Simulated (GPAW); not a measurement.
The system is Cu.

```xyz
1
Lattice="0.0000 1.8075 1.8075 1.8075 0.0000 1.8075 1.8075 1.8075 0.0000" Properties=species:S:1:pos:R:3 pbc="T T T"
Cu    0.0000    0.0000    0.0000
```

Base run:

| Property | Result |
| --- | --- |
| Program | GPAW 26.7.0 |
| Functional | PBE |
| Potentials or basis | GPAW PAW data sets (gpaw-data 1.2.1) |
| Cutoff | 600 eV |
| Basis | pw |
| k mesh | 13 × 13 × 13 |
| Occupations | fermi-dirac, width 0.05 eV |
| Spin | no spin polarisation |

Its results: pressure 3.1 GPa.

Question: The run is repeated on the same cell with these changes: functional from PBE to M06-L. What comes out?

Answer: Pressure -3.6 GPa.

Caveats: with this Cu data set, volumes or pressures lay over 1.5 % or 2 GPa off other programs in two to four cells of ten; the PAW data sets were made with another functional, which shifts forces and pressure a little (some runs).
